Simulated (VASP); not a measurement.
# AlN (P6_3/mmc) in VASP: dielectric tensor with r2SCAN

Aim: the dielectric tensor of AlN with r2SCAN.

Program: VASP 6.6.1. These are calculated values, not measurements. Logs are shortened: lines on timing, memory, paths and dates and some standing lists are left out, and cuts for length are marked.

### Step 1. The crystal as given

It takes space group P6_3/mmc (No. 194, hexagonal). Conventional cell: a = 3.301 Å, b = 3.301 Å, c = 4.138 Å, α = 90.00°, β = 90.00°, γ = 120.00°. Around Al (site symmetry -6m2) lie 5 N at 1.91 to 2.07 Å. N (site symmetry -6m2) has 5 Al at 1.91 to 2.07 Å as nearest neighbours.

Measurements of this composition are mostly on another form, of space group No. 186.

### Step 2. Dielectric tensor, r2SCAN

INCAR reads:

```
ALGO     = Normal         # electronic algorithm
EDIFF    = 1E-8           # SCF threshold, eV
ENCUT    = 520            # plane-wave cutoff, eV
ISIF     = 2              # what is computed and relaxed
ISMEAR   = 0              # smearing method
LASPH    = T              # aspherical terms in the spheres
LCALCEPS = T            
LCHARG   = F              # write CHGCAR
LMIXTAU  = T            
LREAL    = F              # projectors in reciprocal space
LWAVE    = F              # write WAVECAR
METAGGA  = R2SCAN         # meta-GGA
NELM     = 60             # most SCF steps
PREC     = Accurate       # precision mode
SIGMA    = 0.02           # smearing width, eV
```

KPOINTS reads:

```
k-points
0
Gamma
  9 9 6
```

POSCAR reads:

```
AlN
1.0
    3.3007800000      0.0000000000      0.0000000000
   -1.6503900000      2.8585600000      0.0000000000
    0.0000000000      0.0000000000      4.1384300000
Al N
2 2
Direct
    0.3333300000      0.6666700000      0.7500000000
    0.6666700000      0.3333300000      0.2500000000
    0.3333300000      0.6666700000      0.2500000000
    0.6666700000      0.3333300000      0.7500000000
```

Potentials or basis: VASP PAW PBE potentials, release 64 (Al, N).

Command:

```bash
cat potpaw_PBE.64/Al/POTCAR potpaw_PBE.64/N/POTCAR > POTCAR
mpirun -np 1 vasp_std > vasp.out
```

OUTCAR:

```text
EDIFF = 1E-8
   ENCUT = 520
   ISIF = 2
   ISMEAR = 0
   LASPH = T
   LREAL = F
   METAGGA = R2SCAN
   NELM = 60
   PREC = Accurate

 ion  position               nearest neighbor table
   1  0.333  0.667  0.750-   4 1.91   4 1.91   4 1.91   3 2.07   3 2.07   2 2.81   2 2.81   2 2.81
                             2 2.81   2 2.81   2 2.81
   2  0.667  0.333  0.250-   3 1.91   3 1.91   3 1.91   4 2.07   4 2.07   1 2.81   1 2.81   1 2.81
                             1 2.81   1 2.81   1 2.81
   3  0.333  0.667  0.250-   2 1.91   2 1.91   2 1.91   1 2.07   1 2.07
   4  0.667  0.333  0.750-   1 1.91   1 1.91   1 1.91   2 2.07   2 2.07

  LATTYP: Found a hexagonal cell.
 ALAT       =     3.3007800000
 C/A-ratio  =     1.2537733505

  Lattice vectors:

 A1 = (   3.3007800000,   0.0000000000,   0.0000000000)
 A2 = (  -1.6503900000,   2.8585600000,   0.0000000000)
 A3 = (   0.0000000000,   0.0000000000,   4.1384300000)

Analysis of symmetry for initial positions (statically):
=====================================================================
 Subroutine PRICEL returns:
 Original cell was already a primitive cell.

 Routine SETGRP: Setting up the symmetry group for a
 hexagonal supercell.

 Subroutine GETGRP returns: Found  8 space group operations
 (whereof  4 operations were pure point group operations)
 out of a pool of 24 trial point group operations.

The static configuration has the point symmetry C_2h.
 The point group associated with its full space group is D_2h.

Analysis of symmetry for dynamics (positions and initial velocities):
=====================================================================
 Subroutine PRICEL returns:
 Original cell was already a primitive cell.

 Routine SETGRP: Setting up the symmetry group for a
 hexagonal supercell.

 Subroutine GETGRP returns: Found  8 space group operations
 (whereof  4 operations were pure point group operations)
 out of a pool of 24 trial point group operations.

The dynamic configuration has the point symmetry C_2h.
 The point group associated with its full space group is D_2h.

 Subroutine INISYM returns: Found  8 space group operations
 (whereof  4 operations are pure point group operations),
 and found     1 'primitive' translations

----------------------------------------------------------------------------------------

                                     Primitive cell

  volume of cell :      39.0481

  direct lattice vectors                    reciprocal lattice vectors
     3.300780000  0.000000000  0.000000000     0.302958695  0.174913243  0.000000000
    -1.650390000  2.858560000  0.000000000     0.000000000  0.349826486  0.000000000
     0.000000000  0.000000000  4.138430000     0.000000000  0.000000000  0.241637529

  length of vectors
     3.300780000  3.300780578  4.138430000     0.349826547  0.349826486  0.241637529

  position of ions in fractional coordinates (direct lattice)
     0.333330000  0.666670000  0.750000000
     0.666670000  0.333330000  0.250000000
     0.333330000  0.666670000  0.250000000
     0.666670000  0.333330000  0.750000000

  ion indices of the primitive-cell ions
   primitive index   ion index
                 1           1
                 2           2
                 3           3
                 4           4

----------------------------------------------------------------------------------------

 KPOINTS: k-points

Automatic generation of k-mesh.
 Grid dimensions read from file:
 generate k-points for:    9    9    6

 Generating k-lattice:

  Cartesian coordinates                     Fractional coordinates (reciprocal lattice)
     0.033662077  0.019434805  0.000000000     0.111111111  0.000000000  0.000000000
     0.000000000  0.038869610  0.000000000     0.000000000  0.111111111  0.000000000
     0.000000000  0.000000000  0.040272922     0.000000000  0.000000000  0.166666667

  Length of vectors
[... 58 lines left out ...]
   NSW    =      0    number of steps for IOM
   IBRION =     -1    ionic relax: 0-MD 1-quasi-New 2-CG
   NFREE  =      0    steps in history (QN), initial steepest desc. (CG)
   ISIF   =      2    stress and relaxation
   ISYM   =      2    0-nonsym 1-usesym 2-fastsym
   POTIM  = 0.5000    time-step for ionic-motion
   TEBEG  =    0.0;   TEEND  =   0.0 temperature during run
   PSTRESS=    0.0 pullay stress
   NELECT =      16.0000    total number of electrons
   NUPDOWN=      -1.0000    fix difference up-down
   EMIN   =  10.00;   EMAX   =-10.00  energy-range for DOS
   EFERMI =   0.00;   METHOD = LEGACY
   ISMEAR =     0;   SIGMA  =   0.02  broadening in eV -4-tet -1-fermi 0-gaus
   EFERMI_NEDOS =   21; number of points for ismear=-14 and -15
   IALGO  =     38    algorithm
   IMIX   =      4    mixing-type and parameters
     AMIX     =   0.40;   BMIX     =  1.00
     AMIX_MAG =   1.60;   BMIX_MAG =  1.00
  volume/ion in A,a.u.               =       9.76        65.88
  Fermi-wavevector in a.u.,A,eV,Ry     =   1.215948  2.297808 20.116614  1.478529
  Thomas-Fermi vector in A             =   2.351318
   LORBIT       =      0    0 simple, 1 ext, 2 COOP (PROOUT), +10 PAW based schemes
   METAGGA = R2SCAN    functional components
   LHFCALC =     F    Hartree Fock is set to
   AEXX    =    0.0000 exact exchange contribution
   IVDW    =     0    specifies the selected vdW correction
   LEPSILON=     F    determine dielectric tensor
   LRPA    =     F    only Hartree local field effects (RPA)
   LRPA       =     F
 non-spin polarized calculation
 Gauss-broadening in eV      SIGMA  =   0.02
  energy-cutoff  :      520.00
  volume of cell :       39.05
 maximum number of plane-waves:      1072
 NGX is ok and might be reduce to    28
   NGX = 13   NGY = 13   NGZ = 15

 Total electronic dipole moment: p[elc]=(    -0.00000     0.00000    -0.00000 ) |e| Angst

 number of electron      16.0000001 magnetization

 Free energy of the ion-electron system (eV)
  ---------------------------------------------------
  ext. energy  EPLUGINS =         0.00000000
  ---------------------------------------------------
  free energy    TOTEN  =       -38.01007841 eV

  energy without entropy =      -38.01007841  energy(sigma->0) =      -38.01007841

 E-fermi :   8.0476     XC(G=0): -11.7815

 val. band max:        7.9405024807   @ k =   0.0000   0.0000   0.0000
 cond. band min:   10000.0000000000   @ k =   0.0000   0.0000   0.0000
 fundamental gap:   9992.0594975193
 Fermi energy:         8.0476477692

 k-point     1 :       0.0000    0.0000    0.0000
  band No.  band energies     occupation
      1      -9.8322      2.00000
      2      -6.0796      2.00000
      3       0.8098      2.00000
      4       4.4778      2.00000
      5       4.4780      2.00000
      6       6.2501      2.00000
      7       6.2501      2.00000
      8       7.9405      2.00000
      9   10000.0000      0.00000
     10   10000.0000      0.00000
     11   10000.0000      0.00000
     12   10000.0000      0.00000
[... 331 lines left out ...]
 k-point    24 :       0.4444    0.3333    0.0000
  band No.  band energies     occupation
      1      -7.7639      2.00000
      2      -6.8468      2.00000
      3       1.1993      2.00000
      4       2.9796      2.00000
      5       3.2775      2.00000
      6       3.7944      2.00000
      7       4.7516      2.00000
      8       5.6722      2.00000
      9   10000.0000      0.00000
     10   10000.0000      0.00000
     11   10000.0000      0.00000
     12   10000.0000      0.00000

 [... further k-points ...]

------------------------ aborting loop because EDIFF is reached ----------------------------------------

            Ionic dipole moment: p[ion]=(     0.00000     0.00000     0.00000 ) |e| Angst

 Total electronic dipole moment: p[elc]=(     0.00000    -0.00000     0.00766 ) |e| Angst

 MACROSCOPIC STATIC DIELECTRIC TENSOR (including local field effects)
 ------------------------------------------------------
           4.170182    -0.000076     0.000000
          -0.000076     4.170096    -0.000000
           0.000000     0.000000     4.550382
 ------------------------------------------------------

 PIEZOELECTRIC TENSOR (including local field effects) (e Angst)
          XX          YY          ZZ          XY          YZ          ZX
  --------------------------------------------------------------------------------
  x     0.00000     0.00000     0.00000     0.00000     0.00000     0.00000
  y     0.00000     0.00000     0.00000     0.00000     0.00000     0.00000
  z     0.00000     0.00000     0.00000     0.00000     0.00000     0.00000

 PIEZOELECTRIC TENSOR (including local field effects) (C/m^2)
          XX          YY          ZZ          XY          YZ          ZX
  --------------------------------------------------------------------------------
  x     0.00000     0.00000     0.00000     0.00000     0.00000     0.00000
  y     0.00000     0.00000     0.00000     0.00000     0.00000     0.00000
  z     0.00000     0.00000     0.00000     0.00000     0.00000     0.00000

 BORN EFFECTIVE CHARGES (including local field effects) (in |e|, cummulative output)
 ---------------------------------------------------------------------------------
 ion    1
    1     2.50063    -0.00002     0.00000
    2    -0.00002     2.50061     0.00000
    3     0.00000     0.00000     3.09310
 ion    2
    1     2.50063    -0.00002     0.00000
    2    -0.00002     2.50061     0.00000
    3     0.00000     0.00000     3.09310
 ion    3
    1    -2.50063     0.00002     0.00000
    2     0.00002    -2.50061     0.00000
    3     0.00000     0.00000    -3.09310
 ion    4
    1    -2.50063     0.00002     0.00000
    2     0.00002    -2.50061     0.00000
    3     0.00000     0.00000    -3.09310

  FORCE on cell =-STRESS in cart. coord.  units (eV):
  Direction    XX          YY          ZZ          XY          YZ          ZX
  --------------------------------------------------------------------------------------
  -------------------------------------------------------------------------------------
  Total       -0.4730916     -0.4721357     -0.4007809      0.0008281      0.0000000     -0.0000000
  in kB      -19.4113773    -19.3721542    -16.4444025      0.0339761      0.0000000     -0.0000000
  external PRESSURE =     -18.4093113 kB  Pullay stress =       0.0000000 kB

 VOLUME and BASIS-vectors are now :
 -----------------------------------------------------------------------------
  energy-cutoff  :      520.00
  volume of cell :       39.05
      direct lattice vectors                 reciprocal lattice vectors
     3.300780000  0.000000000  0.000000000     0.302958695  0.174913243  0.000000000
    -1.650390000  2.858560000  0.000000000     0.000000000  0.349826486  0.000000000
     0.000000000  0.000000000  4.138430000     0.000000000  0.000000000  0.241637529

 POSITION                                       TOTAL-FORCE (eV/Angst)
 -----------------------------------------------------------------------------------
     -0.00002      1.90572      3.10382         0.000496     -0.000286     -0.000000
      1.65041      0.95284      1.03461        -0.000496      0.000286     -0.000000
     -0.00002      1.90572      1.03461         0.000522     -0.000301     -0.000000
      1.65041      0.95284      3.10382        -0.000522      0.000301      0.000000
 -----------------------------------------------------------------------------------
    total drift:                               -0.000000      0.000000     -0.000000

  FREE ENERGIE OF THE ION-ELECTRON SYSTEM (eV)
  ---------------------------------------------------
  free  energy   TOTEN  =       -38.0100784127 eV

  energy  without entropy=      -38.0100784127  energy(sigma->0) =      -38.01007841
```

Run time: 24 min. Hardware: 1 thread of Intel Xeon 6975P-C (Granite Rapids), shared host; peak memory 0.51 GiB.

What came out:

* Band gap on the k mesh: 4.02 eV, direct
* Electronic dielectric tensor (diagonal): 4.17, 4.17, 4.55
* Born charges (mean of the diagonal): Al +2.70; N -2.70 e

Levels at points of the mesh, in eV from the valence-band top:
| k point | band 5 | band 6 | band 7 | band 8 | band 9 | band 10 | band 11 | band 12 |
| --- | --- | --- | --- | --- | --- | --- | --- | --- |
| (0.00, 0.00, 0.00) | -3.46 | -1.69 | -1.69 | 0.00 | 4.02 | 5.36 | 9.12 | 9.12 |
| (0.00, 0.00, 0.50) | -2.62 | -2.62 | -2.62 | -2.62 | 6.46 | 6.46 | 9.24 | 9.24 |

Electronic dielectric tensor:
```
4.17 0.00 0.00
0.00 4.17 0.00
0.00 0.00 4.55
```

Born effective charge tensors (e):
atom 1, Al
```
2.50 0.00 0.00
0.00 2.50 0.00
0.00 0.00 3.09
```
atom 2, Al
```
2.50 0.00 0.00
0.00 2.50 0.00
0.00 0.00 3.09
```
atom 3, N
```
-2.50  0.00  0.00
 0.00 -2.50  0.00
 0.00  0.00 -3.09
```
atom 4, N
```
-2.50  0.00  0.00
 0.00 -2.50  0.00
 0.00  0.00 -3.09
```

Dipole moments of the cell (e·Å, modulo the quantum): ionic 0.000, 0.000, 0.000; electronic 0.000, 0.000, 0.008

Caveat: the PAW data sets were made with another functional, which shifts forces and pressure a little. r2SCAN opens gaps a little over a GGA but as a rule still falls short of measured ones.
